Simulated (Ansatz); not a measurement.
**TiO2: response to equal strain of all cell vectors**

The task here is to estimate one member of a computed series from the others.

Method: DFT r2SCAN+U, scalar-relativistic, plane waves, PAW, in Ansatz 0.2.0.

2 further runs of the same task are left out: 2 set aside as unsound or not needed.

**Starting point**

Symmetry: P4_2/mnm, No. 136, tetragonal system. Conventional cell: a = 4.597 Å, b = 4.597 Å, c = 2.993 Å, α = 90.00°, β = 90.00°, γ = 90.00°. Around Ti (site symmetry mmm) lie 6 O at 1.96 to 1.98 Å. O (site symmetry m2m) is surrounded by 3 Ti at 1.96 to 1.98 Å.

Coordinates:

```
Ti O
1.0
     4.59734    0.00000    0.00000
     0.00000    4.59734    0.00000
     0.00000    0.00000    2.99318
Ti O
2 4
Cartesian
  2.2987 2.2987 0.0000
  0.0000 0.0000 1.4966
  3.1944 3.1944 1.4966
  3.7016 0.8957 0.0000
  0.8957 3.7016 0.0000
  1.4030 1.4030 1.4966
```

It goes back to an entry of the Materials Project.

It is the result of an earlier relaxation at this level (volume 10.54 Å³/atom; gap on the mesh: 2.70 eV).

The unstrained cell comes from an earlier run at this level (6 atoms, E(σ→0) -7286.2063 eV, gap 2.70 eV over the zone).

The first run:

Input file input.yaml:

```yaml
crystal:
  lattice:
    - [4.528375236, 0.0, 0.0]
    - [0.0, 4.528375236, 0.0]
    - [0.0, 0.0, 2.948277893]
  atoms:
    - { symbol: Ti, position: [0.5, 0.5, 0.0] }
    - { symbol: Ti, position: [0.0, 0.0, 0.5] }
    - { symbol: O, position: [0.6948338994, 0.6948338994, 0.5] }
    - { symbol: O, position: [0.8051661006, 0.1948338994, 0.0] }
    - { symbol: O, position: [0.1948338994, 0.8051661006, 0.0] }
    - { symbol: O, position: [0.3051661006, 0.3051661006, 0.5] }
basis:
  ecutwfc: 500
kpoints:
  mp_grid: { grid: [6, 6, 8] }
hamiltonian:
  xc: r2scan
  hubbard: { sites: [{ species: Ti, l: d, u_eff: 4.0 }] }
scf:
  occupations: { method: gaussian, width: 0.02 }
output:
  forces: true
  stress: true
  eigenvalues: true
relax:
  adjacent_minimum: "off"
  f_tol: 0.008
  max_steps: 40
```

Command:

```
> ansatz run input.yaml --threads 1 --pin off --max-ram 2560MiB --backend cpu --events-out ev --progress --plain --runs-dir out
```

Among the steps run: The cell strained by -1.5 %; Band edges over the zone at -1.5 %; The cell strained by +1.5 %; The gap over the whole zone at +1.5 %; At -3.0 %; Seeking the band edges at -3.0 %; The cell strained by +3.0 %; The gap over the whole zone at +3.0 %; The cell strained by -4.5 %; Band edges over the zone at -4.5 %; The cell strained by +4.5 %; Seeking the band edges at +4.5 %.

One table of the session follows, with a row left open; its other results are not shown here.

Lengths are those of the vectors of the cell that was run; stresses in GPa:

```
strain (%)  ΔE (meV/atom)  a (Å)  b (Å)  c (Å)
      -4.5          165.9  4.390  4.390  2.858
      -3.0           70.0  4.459  4.459  2.903
      -1.5           16.6  4.528  4.528  2.948
      +0.0            0.0  4.597  4.597  2.993
      +1.5              ?      ?      ?      ?
      +3.0           56.9  4.735  4.735  3.083
      +4.5          121.4  4.804  4.804  3.128
```

Q: Estimate the row for strain (%) = +1.5 from the others.

Worked estimate for «ΔE (meV/atom)». A straight line through the neighbours (0.0, 0.0) and (3.0, 56.9) gives 0.0 + (56.9 − 0.0) × (1.5 − 0.0) / (3.0 − 0.0) = 28.4; a parabola fitted to 4 rows on both sides gives 14.9.

As computed: ΔE (meV/atom): 15.0; a (Å): 4.666; b (Å): 4.666; c (Å): 3.038. In «ΔE (meV/atom)» the line misses by +13.4 and the parabola by -0.1.

ΔE is over the unstrained cell. Stress in GPa, positive in compression, on the Cartesian axes of the input.

To keep in mind: Warnings in the runs' records: stress scf threshold loose.
